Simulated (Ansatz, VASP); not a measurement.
# AlGa3N4 (ordered alloy, x = 0.75, built in the cubic cell of 8 atoms (invented)) in two plane-wave programs, part 2 of 2

Wanted: the spread between two codes on one cell, functional and k mesh. The cell is generated by rule, not measured, and may not be a known phase. The cell is taken from a series of runs on this material, whose earlier steps may have relaxed, scaled, displaced or heated it; both programs get it as it stands.

VASP 6.6.1 and Ansatz 0.2.0.

So far: Set-up; VASP: relaxation of cell and atoms, r2SCAN.

## 3. Ansatz: relaxation of cell and atoms, r2SCAN

Level of this step: Ansatz beside VASP: Kohn-Sham DFT, plane waves, r2SCAN (Ansatz).

Ansatz runs on its PAW soft_1 files.

The same cell, functional and mesh now go to Ansatz, which takes its cutoff from its data sets.

File input.yaml:

```yaml
crystal:
  lattice:
    - [4.4656207043, 0.0, 0.0]
    - [0.0, 4.4656207043, 0.0]
    - [0.0, 0.0, 4.4656207043]
  atoms:
    - { symbol: Ga, position: [0.0, 0.0, 0.5] }
    - { symbol: Ga, position: [0.0, 0.5, 0.0] }
    - { symbol: Ga, position: [0.5, 0.0, 0.0] }
    - { symbol: Al, position: [0.5, 0.5, 0.5] }
    - { symbol: "N", position: [0.2553534789, 0.2553534789, 0.7446465211] }
    - { symbol: "N", position: [0.2553534789, 0.7446465211, 0.2553534789] }
    - { symbol: "N", position: [0.7446465211, 0.2553534789, 0.2553534789] }
    - { symbol: "N", position: [0.7446465211, 0.7446465211, 0.7446465211] }
kpoints:
  mp_grid: { grid: [4, 4, 4] }
hamiltonian:
  xc: r2scan
  pseudopotentials: { kind: paw, azcp: { folder: soft_1 } }
scf:
  occupations: { method: fixed }
output:
  forces: true
  stress: true
  eigenvalues: true
relax:
  adjacent_minimum: "off"
  f_tol: 0.001
  max_steps: 60
  cell: { stress_tol: 0.01 }
```

The run is started by

```
ansatz run input.yaml --threads 4 --pin off --max-ram 16384MiB --backend cpu --events-out ev --progress --plain --runs-dir out
```

Numbers of over 12 decimals in the logs are rounded to 6 here.

Log:

```text
Engine: ansatz 0.2.0, aarch64-unknown-linux-gnu
Pseudopotentials: kind: paw
Pseudopotential: Ga, paw, valence charge 13, recommended cutoff 500 eV (meta_gga), soft_1/Ga.paw.azcp
Pseudopotential: Al, paw, valence charge 3, recommended cutoff 500 eV (meta_gga), soft_1/Al.paw.azcp
Pseudopotential: N, paw, valence charge 5, recommended cutoff 500 eV (meta_gga), soft_1/N.paw.azcp
Functional definition: r2SCAN
  parameter k0 = 0.174
  parameter k1 = 0.065
  parameter a1 = 4.9479
  exchange = r2scan_x(k0 = k0, k1 = k1, a1 = a1)
  correlation = r2scan_c
Crystal: 8 atoms, lattice volume = 89.052 Å³
Basis set: ecut = 500 eV, 2301 PW (Γ), exchange–correlation on 144×144×144 points (64 copies of the dense FFT grid, shifted against one another)
Bands: 39, of which v1, the nominal top of the filled ones, is band 31 counted from 1 (30 counted from 0)
Symmetry: 24 space group operations
Space group: P-43m (ITA 215), of the structure as read, at distance tolerance 4.5e-5 Å
k-points: 10 of 64 (time reversal used)
Non-local potential: Ga, projectors of the file, l = 0: 2, l = 1: 2, l = 2: 3, l = 3: 1
Non-local potential: Al, projectors of the file, l = 0: 2, l = 1: 2, l = 2: 1
Non-local potential: N, projectors of the file, l = 0: 2, l = 1: 2, l = 2: 1
PAW form: soft (Blöchl's): semilocal exchange-correlation on the pseudo side does not see the compensation charge
PAW frozen core: Ga, regenerated for the run's functional (the file was generated under x = pbe(κ = 0.804, μ = 0.219515), c = pbe(β = 0.066725))
PAW frozen core: Al, regenerated for the run's functional (the file was generated under x = pbe(κ = 0.804, μ = 0.219515), c = pbe(β = 0.066725))
PAW frozen core: N, regenerated for the run's functional (the file was generated under x = pbe(κ = 0.804, μ = 0.219515), c = pbe(β = 0.066725))
PAW one-centre angular grid: Ga, 590 points (default); XC on 160 Gauss nodes
PAW one-centre angular grid: Al, 302 points (default); XC on 160 Gauss nodes
PAW one-centre angular grid: N, 302 points (default); XC on 160 Gauss nodes
Initial density: superposition of atomic densities (chi_scale 0.1, normalization cell, long waves kept (reshape's long-wave potential 0.04 eV rms))
Initial wavefunctions: pseudopotential atomic-orbital guess
Functional: x = r2scan, c = r2scan; τ floored in thin density (d = 2e-4 eV/Å³)
SCF iter   1: F=—  HF=-13459.910439 eV  |F-HF|=—  |Δ(HF+E_count)|=         —  Δρ=1.22e-1  dr2=1.15e1  dr2_τ=1.33e0  ethr=3.10e-3  ⟨swp⟩=4.5  Hψ=1260  notcnv=0  defer=48
preconditioner: auto → Resta (q_TF=auto, 2.569 Å⁻¹)  ε∞=4.0  [insulator: Δε(μ)=3.425 eV  Ē_g=17.764 eV  n_scr=26 (ndim 8)  ℏωp=31.0 eV  f_vac=0.000  ε∞_Penn≈4.0]
SCF iter   2: F=—  HF=-13457.381968 eV  |F-HF|=—  |Δ(HF+E_count)|=    2.53e0  Δρ=5.20e-2  dr2=1.41e0  dr2_τ=1.87e-1  ethr=3.10e-3  ⟨swp⟩=2.9  Hψ=852  notcnv=0  defer=52
SCF iter   3: F=—  HF=-13457.561480 eV  |F-HF|=—  |Δ(HF+E_count)|=   1.80e-1  Δρ=1.94e-2  dr2=2.49e-1  dr2_τ=1.60e-2  ethr=2.27e-3  ⟨swp⟩=2.0  Hψ=386  notcnv=0  defer=51
SCF iter   4: F=—  HF=-13457.555174 eV  |F-HF|=—  |Δ(HF+E_count)|=   6.31e-3  Δρ=3.52e-3  dr2=6.51e-3  dr2_τ=5.02e-4  ethr=4.02e-4  ⟨swp⟩=2.6  Hψ=612  notcnv=0  defer=52
SCF iter   5: F=—  HF=-13457.560906 eV  |F-HF|=—  |Δ(HF+E_count)|=   5.73e-3  Δρ=2.13e-3  dr2=2.64e-3  dr2_τ=1.00e-4  ethr=1.05e-5  ⟨swp⟩=2.1  Hψ=693  notcnv=0  defer=53
SCF iter   6: F=—  HF=-13457.558484 eV  |F-HF|=—  |Δ(HF+E_count)|=   2.42e-3  Δρ=4.20e-4  dr2=1.89e-4  dr2_τ=8.12e-6  ethr=4.25e-6  ⟨swp⟩=2.0  Hψ=689  notcnv=0  defer=54
SCF iter   7: F=—  HF=-13457.558494 eV  |F-HF|=—  |Δ(HF+E_count)|=   1.04e-5  Δρ=1.28e-4  dr2=1.53e-5  dr2_τ=7.85e-7  ethr=3.04e-7  ⟨swp⟩=2.2  Hψ=659  notcnv=0  defer=51
SCF iter   8: F=—  HF=-13457.558496 eV  |F-HF|=—  |Δ(HF+E_count)|=   1.86e-6  Δρ=1.79e-5  dr2=2.46e-7  dr2_τ=8.25e-9  ethr=2.47e-8  ⟨swp⟩=2.1  Hψ=602  notcnv=0  defer=34
SCF iter   9: F=-13457.558496 eV  HF=-13457.558496 eV  |F-HF|=2.29e-9  |Δ(HF+E_count)|=   8.30e-8  Δρ=4.22e-6  dr2=1.00e-8  dr2_τ=2.66e-10  ethr=1.61e-10  ⟨swp⟩=11.5  Hψ=1839  notcnv=0
SCF 1 converged in 9 iterations: F = -13457.558496 eV  dr2 = 1.00e-8
  greatest PAW one-centre occupation: 0.994 electrons in one spin orbital (limit 2), on the Ga atom at site 0 (counted from 0), in its partial waves of l = 2
relax step   1: F+E_penalty+E_count = -13457.55849607 eV  Δ(F+E_penalty+E_count) = +0.000e0 eV  max|allowed force component| = 3.510e-4 eV/Å  Δτ_max = 0.0000 Å  P = -0.019 GPa  Ω = 89.052 Å³  (9 SCF iters, dr2 threshold 1.00e-7 eV, accepted)
[...]
relax step   2: F+E_penalty+E_count = -13457.55849941 eV  Δ(F+E_penalty+E_count) = -3.340e-6 eV  max|allowed force component| = 2.067e-4 eV/Å  Δτ_max = 0.0000 Å  P = -0.008 GPa  Ω = 89.047 Å³  energy of the carried Pulay correction = +2.901e-6 eV  (4 SCF iters, dr2 threshold 9.02e-10 eV, accepted)
[...]
relax step   3: F+E_penalty+E_count = -13457.55849941 eV  Δ(F+E_penalty+E_count) = -3.783e-10 eV  max|allowed force component| = 2.057e-4 eV/Å  Δτ_max = 0.0000 Å  P = -0.008 GPa  Ω = 89.047 Å³  stress off target by 7.87e-3 GPa  SCF on the basis re-selected at this cell (its energy is not comparable with the rows above)  (5 SCF iters)
basis re-selected at this cell: Δ(F+E_penalty+E_count) = -3.783e-10 eV, ΔP = +0.000 GPa vs the last step (what re-selecting the basis moved, of the pressure what is left beyond the Pulay correction that the steps carried, after the strain that the cell walked since its last selection, with what the two solves' SCF thresholds leave and, on support functions, any second-order correction that the steps lacked; it is no  [...]
SCF converged after 5 iterations
Free energy (F): -13457.558499 eV
Harris-Foulkes:  -13457.558499 eV  (|F-HF|=0.00e0)
Internal energy: -13457.558499 eV  (E = F + TS)
E sigma→0 (E₀):  -13457.558499 eV
Fermi energy:    8.770701 eV
--- Per-component energies (eV) ---
  E_band       = -46.386202
  E_kinetic    = 879.125538
  E_local      = -4893.892333  (includes V_loc(G=0)·N_el)
  E_nonlocal   = -115.378340
  E_hartree    = 2986.923244
  E_xc         = -443.810637
  E_vxc        = -537.892748  (∫ρ·V_xc dr)
  E_paw        = -7029.461229  (= ΣΔE_a)
  E_vpaw       = -1381.392610  (= ΣTr[D̂ρ^β])
  E_aug_tail   = 0.000078  (compensation charges beyond the density's cutoff)
  E_vtau       = 29.197734  (kinetic-family band-sum trace: ∫τ·v_τ [+ j·A + Jᵃ·Aᵃ] dr)
  E_ewald      = -4838.927257
  E_core_change = -2.137563  (= ΣΔE_core)
  E_smearing   = -0.000000  (= −TS)
  E_closure    = -0.000000  (closes the sum)
  Σ components = -13457.558499   (vs F -13457.558499, Δ=0.00e0)
--- Forces (eV/Å), atoms counted from 1 ---
  atom   1  Ga    -0.00000000     0.00000000     0.00000000
  atom   2  Ga    -0.00000000     0.00000000     0.00000000
  atom   3  Ga    -0.00000000     0.00000000     0.00000000
  atom   4  Al     0.00000000     0.00000000    -0.00000000
  atom   5  N      0.00020570     0.00020570    -0.00020570
  atom   6  N      0.00020570    -0.00020570     0.00020570
  atom   7  N     -0.00020570     0.00020570     0.00020570
  atom   8  N     -0.00020570    -0.00020570    -0.00020570
  max |Σ_I F_I| component: 2.11e-17 eV/Å
--- Stress (GPa, compression-positive) ---
       -0.007872      -0.000000       0.000000
       -0.000000      -0.007872       0.000000
        0.000000       0.000000      -0.007872
  P = ⅓ Tr σ = -0.0079 GPa (-0.079 kbar)
--- Band table (eV; the first three rows and the last of 10) ---
  k-point 0: bands = [... 27 lower, 6.2552, 8.7707, 8.7707, 8.7707, 11.5863, 12.6946, 12.6946, 12.6946, ... 4 higher]
  k-point 1: bands = [... 27 lower, 6.5581, 7.4627, 8.3545, 8.3545, 12.9471, 13.3872, 13.9245, 13.9245, ... 4 higher]
  k-point 2: bands = [... 27 lower, 7.2431, 7.2431, 7.5608, 7.5608, 14.2205, 14.3280, 15.5610, 15.5610, ... 4 higher]
  k-point 9: bands = [... 27 lower, 8.0145, 8.0830, 8.0830, 8.0830, 14.3614, 14.3614, 14.3614, 15.6985, ... 4 higher]
--- Relaxed structure (2 steps of the walk, 2 accepted, 1 SCFs on fresh bases) ---
  F+E_penalty+E_count = -13457.55849941 eV   max|allowed force component| = 2.057e-4 eV/Å   (the final SCF, on the basis selected at the relaxed cell)
  cell:  # Å, volume = 89.0474 Å³
    - [4.465537, 0, 0]
    - [0, 4.465537, 0.0]
    - [0, 0.0, 4.465537]
  atoms:
    - { symbol: Ga, position: [0, 0, 0.5] }
    - { symbol: Ga, position: [0, 0.5, 0] }
    - { symbol: Ga, position: [0.5, 0, 0] }
    - { symbol: Al, position: [0.5, 0.5, 0.5] }
    - { symbol: N, position: [0.255355, 0.255355, 0.744645] }
    - { symbol: N, position: [0.255355, 0.744645, 0.255355] }
    - { symbol: N, position: [0.744645, 0.255355, 0.255355] }
    - { symbol: N, position: [0.744645, 0.744645, 0.744645] }
```

The column dr2 measures how far the density is from self-consistency, as an energy; F and HF (Harris–Foulkes) agree once it is small.

## 4. Comparison

Known differences besides the potentials themselves: VASP keeps PBE cores, Ansatz makes them for the functional; fixed occupations in Ansatz, narrow Gaussian smearing in VASP; the cutoff is 500 eV in Ansatz and 660 eV in VASP; Ansatz adds a Pulay correction to the stress that steers its cell, VASP none. Total energies have different zeros and are not compared.

Both answers:

| quantity | Ansatz | VASP | difference |
| --- | --- | --- | --- |
| volume (Å³) | 89.05 | 89.37 | -0.36 % |
| edge a after relaxation, in the typed setting (Å) | 4.465 | 4.471 | -0.12 % |

## 5. Summary of results

```yaml
difference_in_volume_relaxation_of_cell_and_atoms_r2scan: -0.36 %
```

The difference in volume is -0.36 % (relaxation of cell and atoms, r2SCAN), within the 1.2 % picked in this series as the mark of a large difference, as far as the stopping tolerances let one tell. Such differences can come from data sets, numerical settings and the points named under the comparisons, not from the functional's error against experiment.

[Lines on the potential files, build, host, timing and source positions are cut from VASP's logs without a mark.]

[Logs are printed without paths, hosts, clocks, repeated set-up lines and the standing remarks that a program may print on its own settings, such as how far it seeks lower states.]

[Hosts, paths, dates, database ids (printed as entryN), source tags and the programs' standing remarks are cut or masked in the printed files.]
